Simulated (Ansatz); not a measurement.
# MgB2 (P6/mmm) in Ansatz: notebook

Aim: see how the results for MgB2 move with the level of theory and the settings. Levels: LDA+D3(BJ), BLYP+D3(BJ), BLYP+D4. Tasks: relaxation of cell and atoms.

Program: Ansatz 0.2.0. These are calculated values, not measurements. Logs are shortened: lines on timing, memory, paths and dates and some standing lists are left out, and cuts for length are marked.

**1. Starting point**

The structure is hexagonal, space group P6/mmm (No. 191). The conventional cell has a = 3.085 Å, b = 3.085 Å, c = 3.523 Å, α = 90.00°, β = 90.00°, γ = 120.00°. Mg (site symmetry 6/mmm) has 12 B at 2.51 Å as nearest neighbours. B (site symmetry -6m2) is surrounded by 3 B at 1.78 Å.

**2. Relaxation of cell and atoms, LDA+D3(BJ)**

The input, input.yaml:

```yaml
crystal:
  lattice:
    - [3.085, 0.0, 0.0]
    - [-1.5425, 2.6716883707, 0.0]
    - [0.0, 0.0, 3.523]
  atoms:
    - { symbol: Mg, position: [0.0, 0.0, 0.0] }
    - { symbol: B, position: [0.6666666667, 0.3333333333, 0.5] }
    - { symbol: B, position: [0.3333333333, 0.6666666667, 0.5] }
hamiltonian:
  xc: lda
  pseudopotentials: { kind: paw }
  dispersion: d3bj
kpoints:
  mp_grid: { grid: [10, 10, 8] }
scf:
  occupations: { method: tetrahedron }
output:
  forces: true
  stress: true
relax:
  f_tol: 0.01
  max_steps: 40
  cell: { stress_tol: 0.05 }
```

Potentials or basis: Ansatz PAW.

Launch:

```
ansatz run input.yaml --threads 2 --pin off --max-ram 5632MiB --backend cpu --events-out ev --progress --plain --runs-dir out
```

What it wrote:

```text
Warning: relax: with tetrahedron occupations the Hellmann–Feynman forces and the energy need not agree along the walk (scf.occupations.method in the input reference, under Limitations); prefer a smearing scheme for the relaxation and re-run the relaxed geometry with tetrahedron occupations for the final energies/DOS
Warning: output.forces, output.stress, relax.cell or npt_langevin: where a Kohn–Sham band that disperses or a degenerate level is filled in part under the method tetrahedron, the forces or the stress that this run publishes need not agree with its energy (scf.occupations.method in the input reference, under Limitations); prefer a smearing scheme for the forces or the stress
Warning: the engine holds no damping parameters fitted to this dispersion correction and functional, so the run takes those fitted to pbe (hamiltonian.dispersion, under Limitations)
Warning: RAYON_NUM_THREADS=2 ignored (pool sized by the plan → 2); use --threads N
Engine: ansatz 0.2.0, x86_64-unknown-linux-gnu
Pseudopotentials: kind: paw
Pseudopotential: Mg, paw, valence charge 10, recommended cutoff 420 eV (normal), Mg.paw.azcp
Pseudopotential: B, paw, valence charge 3, recommended cutoff 420 eV (normal), B.paw.azcp
Functional definition: SPW92
  exchange = slater_x
  correlation = pw_c
Crystal: 3 atoms, lattice volume = 29.037 Å³
Basis set: ecut = 420 eV, 563 PW (Γ)
Bands: 12, of which v1, the nominal top of the filled ones, is band 8 counted from 1 (7 counted from 0)
Symmetry: 24 space group operations
Space group: P6/mmm (ITA 191), of the structure as read, at distance tolerance 3.1e-5 Å
k-points: 70 of 800
Non-local potential: Mg, projectors of the file, l = 0: 3, l = 1: 2, l = 2: 1
Non-local potential: B, projectors of the file, l = 0: 2, l = 1: 2, l = 2: 1
PAW form: soft (Blöchl's): semilocal exchange-correlation on the pseudo side does not see the compensation charge
PAW frozen core: Mg, regenerated for the run's functional, and the local potential with it (the file was generated under x = pbe(κ = 0.804, μ = 0.2195149727645171), c = pbe(β = 0.06672455060314922))
PAW frozen core: B, regenerated for the run's functional, and the local potential with it (the file was generated under x = pbe(κ = 0.804, μ = 0.2195149727645171), c = pbe(β = 0.06672455060314922))
PAW one-centre angular grid: Mg, 110 points (default); XC on 64 Gauss nodes
PAW one-centre angular grid: B, 110 points (default); XC on 64 Gauss nodes
Initial density: superposition of atomic densities (neutral atoms: chi_scale 0, normalization atom), corrected by the library's trained network
Initial wavefunctions: pseudopotential atomic-orbital guess
Functional: x = slater, c = lda
SCF iter   1: F=—  HF=-2202.417027 eV  |F-HF|=—  |Δ(HF+E_count)|=         —  Δρ=6.40e-3  dr2=4.28e-3  ethr=1.77e-3  ⟨swp⟩=5.9  Hψ=4744  notcnv=0
preconditioner: auto → none  [metal: no gap  n_scr=8 (ndim 8)  ℏωp=19.5 eV  f_vac=0.000  sad-step TF]
SCF iter   2: F=—  HF=-2202.413563 eV  |F-HF|=—  |Δ(HF+E_count)|=   3.46e-3  Δρ=2.95e-3  dr2=1.07e-3  ethr=2.67e-5  ⟨swp⟩=2.0  Hψ=2237  notcnv=0
SCF iter   3: F=—  HF=-2202.412957 eV  |F-HF|=—  |Δ(HF+E_count)|=   6.05e-4  Δρ=4.98e-4  dr2=4.97e-5  ethr=6.72e-6  ⟨swp⟩=2.0  Hψ=1678  notcnv=0
SCF iter   4: F=—  HF=-2202.413131 eV  |F-HF|=—  |Δ(HF+E_count)|=   1.73e-4  Δρ=1.66e-4  dr2=1.42e-5  ethr=3.11e-7  ⟨swp⟩=2.1  Hψ=1384  notcnv=0
SCF iter   5: F=—  HF=-2202.413051 eV  |F-HF|=—  |Δ(HF+E_count)|=   7.93e-5  Δρ=2.60e-5  dr2=8.73e-8  ethr=8.87e-8  ⟨swp⟩=2.0  Hψ=1331  notcnv=0
SCF iter   6: F=—  HF=-2202.413048 eV  |F-HF|=—  |Δ(HF+E_count)|=   3.05e-6  Δρ=4.71e-6  dr2=2.11e-9  ethr=5.46e-10  ⟨swp⟩=2.1  Hψ=1687  notcnv=0
SCF iter   7: F=-2202.413049 eV  HF=-2202.413049 eV  |F-HF|=1.77e-11  |Δ(HF+E_count)|=   4.28e-7  Δρ=2.72e-7  dr2=7.21e-12  ethr=1.00e-12  ⟨swp⟩=4.0  Hψ=4464  notcnv=0
SCF 1 converged in 7 iterations: F = -2202.413049 eV  dr2 = 7.21e-12
relax step   1: F+E_penalty+E_count = -2202.41304876 eV  Δ(F+E_penalty+E_count) = +0.000e0 eV  max|allowed force component| = 2.467e-16 eV/Å  Δτ_max = 0.0000 Å  P = -12.360 GPa  Ω = 29.037 Å³  (7 SCF iters, accepted)
Crystal: 3 atoms, lattice volume = 27.389 Å³
Basis set: ecut = 420 eV, 539 PW (Γ)
Initial density: handed on by an earlier stage of this run
Initial wavefunctions: those handed on with the density
iter 1 solved again at ethr=1.86e-4 eV; its pass at ethr=3.10e-3 eV (dr2=2.98e-2 eV) is discarded
SCF iter   1: F=—  HF=-2202.508401 eV  |F-HF|=—  |Δ(HF+E_count)|=         —  Δρ=7.85e-3  dr2=2.99e-2  ethr=1.86e-4  ⟨swp⟩=1.0  Hψ=5825  notcnv=0
[... 48 lines left out ...]
SCF 6 converged in 5 iterations: F = -2202.511053 eV  dr2 = 6.64e-13
relax step   6: F+E_penalty+E_count = -2202.51105258 eV  Δ(F+E_penalty+E_count) = +2.091e-3 eV  max|allowed force component| = 1.634e-16 eV/Å  Δτ_max = 0.0000 Å  P = -0.091 GPa  Ω = 26.673 Å³  stress off target by 9.40e-2 GPa  SCF on the basis re-selected at this cell (its energy is not comparable with the rows above)  (5 SCF iters)
basis re-selected at this cell: Δ(F+E_penalty+E_count) = +2.091e-3 eV, ΔP = -0.091 GPa vs the last step (what re-selecting the basis moved, of the pressure what is left beyond the Pulay correction that the steps carried, after the strain that the cell walked since its last selection, with what the two solves' SCF thresholds leave and, on support functions, any second-order correction that the steps lacked; it is no measure of the basis error at this ecutwfc). This SCF's stress stands 9.40e-2 GPa from its target on what of the cell is left free (relax.cell.stress_tol is 5.00e-2 GPa) and its largest allowed force component is 1.63e-16 eV/Å (relax.f_tol is 1.00e-2 eV/Å): not within both, so this SCF does not close the relaxation
Crystal: 3 atoms, lattice volume = 26.658 Å³
iter 1 solved again at ethr=1.91e-8 eV; its pass at ethr=3.10e-3 eV (dr2=3.05e-6 eV) is discarded
SCF iter   1: F=—  HF=-2202.511055 eV  |F-HF|=—  |Δ(HF+E_count)|=         —  Δρ=7.96e-5  dr2=3.00e-6  ethr=1.91e-8  ⟨swp⟩=2.0  Hψ=5143  notcnv=0
SCF iter   2: F=—  HF=-2202.511092 eV  |F-HF|=—  |Δ(HF+E_count)|=   3.70e-5  Δρ=1.10e-5  dr2=3.96e-8  ethr=1.87e-8  ⟨swp⟩=2.0  Hψ=1347  notcnv=0
SCF iter   3: F=—  HF=-2202.511087 eV  |F-HF|=—  |Δ(HF+E_count)|=   4.11e-6  Δρ=4.95e-6  dr2=4.15e-9  ethr=2.48e-10  ⟨swp⟩=2.2  Hψ=1418  notcnv=0
SCF iter   4: F=—  HF=-2202.511087 eV  |F-HF|=—  |Δ(HF+E_count)|=   3.00e-8  Δρ=6.27e-7  dr2=4.22e-11  ethr=2.59e-11  ⟨swp⟩=2.0  Hψ=1675  notcnv=0
SCF iter   5: F=-2202.511087 eV  HF=-2202.511087 eV  |F-HF|=0.00e0  |Δ(HF+E_count)|=   2.21e-8  Δρ=7.83e-8  dr2=4.80e-13  ethr=1.00e-12  ⟨swp⟩=5.0  Hψ=3378  notcnv=0
SCF 7 converged in 5 iterations: F = -2202.511087 eV  dr2 = 4.80e-13
relax step   7: F+E_penalty+E_count = -2202.51108740 eV  Δ(F+E_penalty+E_count) = -3.482e-5 eV  max|allowed force component| = 2.005e-16 eV/Å  Δτ_max = 0.0000 Å  P = -0.000 GPa  Ω = 26.658 Å³  energy of the carried Pulay correction = +1.953e-5 eV  (5 SCF iters, accepted)
iter 1 solved again at ethr=3.94e-8 eV; its pass at ethr=3.10e-3 eV (dr2=6.31e-6 eV) is discarded
SCF iter   1: F=—  HF=-2202.511081 eV  |F-HF|=—  |Δ(HF+E_count)|=         —  Δρ=8.85e-7  dr2=3.65e-11  ethr=3.94e-8  ⟨swp⟩=3.2  Hψ=7292  notcnv=0
eigensolver tolerance schedule: the retry pair's looser diagonalisation over-reported the residual by 172959.40 of it (diagonalisation noise at an unbounded share of the residual, at the tolerance the schedule requests for it); recorded, not acted on — ethr = c·dr2/N_el stays at c = 1.0e-1
SCF iter   2: F=—  HF=-2202.511081 eV  |F-HF|=—  |Δ(HF+E_count)|=   9.74e-9  Δρ=3.80e-7  dr2=7.14e-12  ethr=1.00e-12  ⟨swp⟩=4.5  Hψ=5272  notcnv=0
SCF iter   3: F=-2202.511081 eV  HF=-2202.511081 eV  |F-HF|=2.27e-12  |Δ(HF+E_count)|=   1.19e-8  Δρ=2.37e-7  dr2=2.16e-12  ethr=1.00e-12  ⟨swp⟩=3.1  Hψ=3114  notcnv=0
SCF 8 converged in 3 iterations: F = -2202.511081 eV  dr2 = 2.16e-12
relax step   8: F+E_penalty+E_count = -2202.51108078 eV  Δ(F+E_penalty+E_count) = +6.627e-6 eV  max|allowed force component| = 2.220e-16 eV/Å  Δτ_max = 0.0000 Å  P = -0.001 GPa  Ω = 26.658 Å³  stress off target by 1.04e-3 GPa  SCF on the basis re-selected at this cell (its energy is not comparable with the rows above)  (3 SCF iters)
basis re-selected at this cell: Δ(F+E_penalty+E_count) = +6.627e-6 eV, ΔP = -0.000 GPa vs the last step (what re-selecting the basis moved, of the pressure what is left beyond the Pulay correction that the steps carried, after the strain that the cell walked since its last selection, with what the two solves' SCF thresholds leave and, on support functions, any second-order correction that the steps lacked; it is no measure of the basis error at this ecutwfc). This SCF's stress stands 1.04e-3 GPa from its target on what of the cell is left free (relax.cell.stress_tol is 5.00e-2 GPa) and its largest allowed force component is 2.22e-16 eV/Å (relax.f_tol is 1.00e-2 eV/Å): within both
SCF converged after 3 iterations
Stability not checked: this state was not tested for a lower state beside it, because cold or Methfessel-Paxton smearing, or corrected tetrahedra, fill the levels in a way that the test cannot read (fill_not_monotonic; see scf.lower_state_search)
Free energy (F): -2202.511081 eV
Harris-Foulkes:  -2202.511081 eV  (|F-HF|=2.27e-12)
Internal energy: -2202.511115 eV  (E = F + TS)
E sigma→0 (E₀):  -2202.511081 eV
Entropy (-TS):   0.000034 eV (0.011 meV/atom)
Fermi energy:    9.898055 eV
--- Per-component energies (eV) ---
  E_band       = -279.809174
  E_kinetic    = 179.088292
  E_local      = -1483.468876  (includes V_loc(G=0)·N_el)
  E_nonlocal   = 120.315847
  E_hartree    = 527.223873
  E_xc         = -95.349138
  E_vxc        = -116.931746  (∫ρ·V_xc dr)
  E_paw        = -415.691308  (= ΣΔE_a)
  E_vpaw       = -33.260402  (= ΣTr[D̂ρ^β])
  E_aug_tail   = -0.000000  (compensation charges beyond the density's cutoff)
  E_ewald      = -1033.947535
  E_disp       = -0.924418  (pairwise vdW)
  E_core_change = 0.242148  (= ΣΔE_core)
  E_smearing   = 0.000034  (= −TS)
  E_closure    = 0.000000  (closes the sum)
  Σ components = -2202.511081   (vs F -2202.511081, Δ=0.00e0)
--- Forces (eV/Å), atoms counted from 1 ---
  atom   1  Mg     0.00000000     0.00000000     0.00000000
  atom   2  B     -0.00000000    -0.00000000     0.00000000
  atom   3  B     -0.00000000     0.00000000     0.00000000
  max |Σ_I F_I| component: 3.70e-17 eV/Å
--- Stress (GPa, compression-positive) ---
       -0.001041       0.000000       0.000000
       -0.000000      -0.001041       0.000000
        0.000000       0.000000      -0.000452
  P = ⅓ Tr σ = -0.0008 GPa (-0.008 kbar)
--- Band table (eV; the first three rows and the last of 70) ---
  k-point 0: bands = ["-64.3261", "-31.7452", "-31.7452", "-31.7396", "-2.8221", "6.9767", "10.3504", "10.3504", "11.9706", "16.5295", "16.5295", "18.9665"]
  k-point 1: bands = ["-64.3260", "-31.7451", "-31.7451", "-31.7414", "-2.6722", "5.9673", "10.4093", "10.4093", "13.3093", "16.5721", "16.5721", "18.8292"]
  k-point 2: bands = ["-64.3259", "-31.7456", "-31.7448", "-31.7448", "-2.2486", "4.2508", "10.5581", "10.5581", "16.0004", "16.6798", "16.6798", "18.5635"]
  k-point 69: bands = ["-64.3199", "-31.7866", "-31.7763", "-31.7412", "2.8655", "4.1383", "4.8545", "7.0649", "8.5121", "14.0615", "21.3116", "22.0671"]
--- Relaxed structure (6 steps of the walk, 6 accepted, 2 SCFs on fresh bases) ---
  F+E_penalty+E_count = -2202.51108078 eV   max|allowed force component| = 2.220e-16 eV/Å   (the final SCF, on the basis selected at the relaxed cell)
  cell:  # Å, volume = 26.6584 Å³
    - [3.007301333198494, -9.665280323863289e-35, 0.0]
    - [-1.503650666599247, 2.6043993513847066, 0.0]
    - [0.0, 0.0, 3.4036868848679918]
  atoms:
    - { symbol: Mg, position: [-1.8134510140121695e-34, 5.957158493041064e-35, 0.0] }
    - { symbol: B, position: [0.6666666666666666, 0.3333333333333333, 0.5] }
    - { symbol: B, position: [0.3333333333333333, 0.6666666666666666, 0.5] }
```

Run time: 7.2 s. Hardware: 2 threads of Intel Xeon at 2.70GHz, shared host; peak memory 0.33 GiB.

What came out:

- Free energy: -2202.5111 eV
- Relaxed volume: 8.89 Å³/atom
- Relaxed cell: a = 3.007 Å, b = 3.007 Å, c = 3.404 Å, α = 90.00°, β = 90.00°, γ = 120.00°
- Space group after relaxing (to 0.05 Å): P6/mmm (No. 191)
- Energy gained by relaxing: 32.7 meV/atom
- Ionic steps: 8
- Pressure after relaxing: 0.0 GPa
- Band gap on the k mesh: none (metal or under the smearing width)

Step by step:
| step | energy change (eV) | largest force (eV/Å) | volume (Å³) |
| --- | --- | --- | --- |
| 1 | 0.0000 | 0.0000 | 29.04 |
| 2 | -0.0886 | 0.0000 | 27.39 |
| 3 | -0.0998 | 0.0000 | 26.59 |
| 4 | -0.1001 | 0.0000 | 26.67 |
| 5 | -0.1001 | 0.0000 | 26.67 |
| 6 | -0.0980 | 0.0000 | 26.67 |
| 7 | -0.0980 | 0.0000 | 26.66 |
| 8 | -0.0980 | 0.0000 | 26.66 |

Final structure:
```cif
data_structure
_symmetry_space_group_name_H-M 'P 1'
_symmetry_Int_Tables_number 1
_cell_length_a 3.0073
_cell_length_b 3.0073
_cell_length_c 3.4037
_cell_angle_alpha 90.000
_cell_angle_beta 90.000
_cell_angle_gamma 120.000
_cell_volume 26.66
loop_
_atom_site_label
_atom_site_type_symbol
_atom_site_fract_x
_atom_site_fract_y
_atom_site_fract_z
_atom_site_occupancy
Mg1 Mg 0.00000 0.00000 0.00000 1
B1 B 0.66667 0.33333 0.50000 1
B2 B 0.33333 0.66667 0.50000 1
```

Caveat: the plane-wave basis is chosen anew once the cell has moved, so the energies of steps on either side of that aren't comparable; pairwise dispersion overbinds metals, which lowers pressure and volume; the PAW data sets come from PBE, with cores solved anew for the run's functional, which leaves a small shift of forces and pressure; with tetrahedron occupations forces and stress needn't match the slope of the energy; the dispersion damping was fitted for another functional or another form of the correction. Zero-point motion and thermal expansion aren't in these numbers.

**3. Relaxation of cell and atoms, BLYP+D3(BJ)**

Changes to input.yaml since step 2:

```diff
@@ -10,3 +10,3 @@
 hamiltonian:
-  xc: lda
+  xc: blyp
   pseudopotentials: { kind: paw }
@@ -16,3 +16,3 @@
 scf:
-  occupations: { method: tetrahedron }
+  occupations: { method: fermi_dirac, width: 0.05 }
 output:
@@ -20,2 +20,7 @@
   stress: true
+  eigenvalues: true
+  write_density: true
+  write_potential: true
+  elf: true
+  volumetric_format: npy
 relax:
```

Potentials or basis: Ansatz PAW.

Launch:

```
ansatz run input.yaml --threads 2 --pin off --max-ram 5632MiB --backend cpu --events-out ev --progress --plain --runs-dir out
```

It took 6.2 s on 2 threads of Intel Xeon at 2.70GHz, shared host; peak memory 0.35 GiB.

Results (log left out):

```yaml
Free_energy: -2241.7871 eV
Relaxed_volume: 9.05 Å³/atom
Relaxed_cell: a = 3.029 Å, b = 3.029 Å, c = 3.417 Å, α = 90.00°, β = 90.00°, γ = 120.00°
Space_group_after_relaxing_to_0.05_Å: P6/mmm (No. 191)
Energy_gained_by_relaxing: 19.1 meV/atom
Ionic_steps: 8
Pressure_after_relaxing: 0.0 GPa
Band_gap_on_the_k_mesh: none (metal or under the smearing width)
```

Step by step:
```
step  energy change (eV)  largest force (eV/Å)  volume (Å³)
   1              0.0000                0.0000        29.04
   2             -0.0519                0.0000        27.75
   3             -0.0591                0.0000        27.10
   4             -0.0592                0.0000        27.16
   5             -0.0592                0.0000        27.16
   6             -0.0574                0.0000        27.16
   7             -0.0574                0.0000        27.15
   8             -0.0574                0.0000        27.15
```

Final structure:
```yaml
crystal:
  lattice:
    - [3.02859, 0.00000, 0.00000]
    - [-1.51429, 2.62283, 0.00000]
    - [0.00000, 0.00000, 3.41748]
  atoms:
    - { symbol: Mg, position: [0.00000, 0.00000, 0.00000] }
    - { symbol: B, position: [0.66667, 0.33333, 0.50000] }
    - { symbol: B, position: [0.33333, 0.66667, 0.50000] }
```

Levels at points of the mesh, in eV from the Fermi level:
```
             k point  band 5  band 6  band 7  band 8  band 9  band 10  band 11  band 12
  (0.00, 0.00, 0.00)  -12.74   -2.94    0.23    0.23    2.18     6.52     6.52     8.60
 (0.00, 0.00, -0.50)  -11.33   -7.63    0.64    0.64    6.84     6.84     8.16    10.61
 (0.00, -0.50, 0.00)   -8.74   -8.05   -2.35    0.23    3.27     4.13     5.95     7.80
(0.00, -0.50, -0.50)   -7.71   -7.06   -3.66   -2.05   -1.28     6.18     9.26     9.33
```

Caveat: the plane-wave basis is chosen anew once the cell has moved, so the energies of steps on either side of that aren't comparable; pairwise dispersion overbinds metals, which lowers pressure and volume; the PAW data sets come from PBE, with cores solved anew for the run's functional, which leaves a small shift of forces and pressure.

**4. Relaxation of cell and atoms, BLYP+D4**

Changes to input.yaml since step 3:

```diff
@@ -12,3 +12,3 @@
   pseudopotentials: { kind: paw }
-  dispersion: d3bj
+  dispersion: d4
 kpoints:
```

Launch:

```
ansatz run input.yaml --threads 2 --pin off --max-ram 5632MiB --backend cpu --events-out ev --progress --plain --runs-dir out
```

It took 8.6 s on 2 threads of Intel Xeon at 2.70GHz, shared host; peak memory 0.34 GiB.

The run converged. Its results:

```
Free energy                            : -2241.1628 eV
Relaxed volume                         : 9.21 Å³/atom
Relaxed cell                           : a = 3.049 Å, b = 3.049 Å, c = 3.431 Å, α = 90.00°, β = 90.00°, γ = 120.00°
Space group after relaxing (to 0.05 Å) : P6/mmm (No. 191)
Energy gained by relaxing              : 10.5 meV/atom
Ionic steps                            : 8
Pressure after relaxing                : 0.0 GPa
Band gap on the k mesh                 : none (metal or under the smearing width)
```

Step by step:
```
step  energy change (eV)  largest force (eV/Å)  volume (Å³)
   1              0.0000                0.0000        29.04
   2             -0.0291                0.0000        28.07
   3             -0.0330                0.0000        27.59
   4             -0.0330                0.0000        27.63
   5             -0.0330                0.0000        27.63
   6             -0.0316                0.0000        27.63
   7             -0.0316                0.0000        27.62
   8             -0.0316                0.0000        27.62
```

Final structure:
```xyz
3
Lattice="3.0487 0.0000 0.0000 -1.5243 2.6402 0.0000 0.0000 0.0000 3.4314" Properties=species:S:1:pos:R:3 pbc="T T T"
Mg    0.0000    0.0000    0.0000
B     1.5243    0.8801    1.7157
B     0.0000    1.7601    1.7157
```

Levels at points of the mesh, in eV from the Fermi level:
| k point | band 6 | band 7 | band 8 | band 9 | band 10 | band 11 |
| --- | --- | --- | --- | --- | --- | --- |
| (0.00, 0.00, 0.00) | -2.88 | 0.21 | 0.21 | 2.18 | 6.41 | 6.41 |
| (0.00, 0.00, -0.50) | -7.53 | 0.62 | 0.62 | 6.75 | 6.75 | 8.02 |
| (0.00, -0.50, 0.00) | -7.98 | -2.33 | 0.25 | 3.25 | 4.06 | 5.89 |
| (0.00, -0.50, -0.50) | -7.00 | -3.61 | -2.03 | -1.27 | 6.04 | 9.09 |

Caveat: the plane-wave basis is chosen anew once the cell has moved, so the energies of steps on either side of that aren't comparable; pairwise dispersion overbinds metals, which lowers pressure and volume; the PAW data sets come from PBE, with cores solved anew for the run's functional, which leaves a small shift of forces and pressure.

**5. Summary**

```csv
level,smearing,gap on the mesh (eV),pressure (GPa),relaxed volume (Å³/atom)
LDA+D3(BJ),tetrahedron,none,0.0,8.89
BLYP+D3(BJ),fermi-dirac 0.05 eV,none,0.0,9.05
BLYP+D4,fermi-dirac 0.05 eV,none,0.0,9.21
```

Alike in all rows: task relaxation of cell and atoms; potentials or basis Ansatz PAW; no spin polarisation; cell relaxed; k mesh 10 × 10 × 8; cutoff (eV) 420.

Caveats: the plane-wave basis is chosen anew once the cell has moved, so the energies of steps on either side of that aren't comparable; pairwise dispersion overbinds metals, which lowers pressure and volume; the PAW data sets come from PBE, with cores solved anew for the run's functional, which leaves a small shift of forces and pressure; with tetrahedron occupations forces and stress needn't match the slope of the energy (some runs); the dispersion damping was fitted for another functional or another form of the correction (some runs).

Total energies depend on the potentials used, so only differences within one code and one set of settings carry meaning.
